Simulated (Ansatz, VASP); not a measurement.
# One calculation of Sn, two programs

```
CELL_PARAMETERS angstrom
3.33573 0.00000 0.00000
0.00000 3.33573 0.00000
0.00000 0.00000 3.33573
ATOMIC_POSITIONS crystal
Sn 0.00000 0.00000 0.00000
```

Alike in both runs: task relaxation of cell and atoms; functional r2SCAN; k mesh 6 × 6 × 6; occupations gaussian, width 0.1 eV; no spin polarisation.

```csv
,VASP,Ansatz
version,VASP 6.6.1,Ansatz 0.2.0
potentials or method,"VASP PAW PBE potentials, release 64 (Sn_d)","scalar-relativistic, plane waves, PAW"
plane-wave cutoff (eV),600,500
valence electrons in the cell,14,14
```

|  | VASP | Ansatz | Ansatz less VASP |
| --- | --- | --- | --- |
| gap on the k mesh at the Fermi level, each at its own relaxed structure (eV) | none | none | - |
| relaxed volume (Å³/atom) | 28.45 | 28.54 | +0.093 |
| relaxed cell length with the largest relative difference (Å) | 3.053 | 3.056 | +0.0033 |
| energy change over the relaxation (meV/atom) | -265 | -266 | -1.1 |

A gap of «none» marks a metal or a gap that the smearing closes.

Caveats: the volume moved by over 15 % at a fixed basis, so the end points are rough (VASP); the PAW data sets were made with another functional, which shifts forces and pressure a little (VASP).
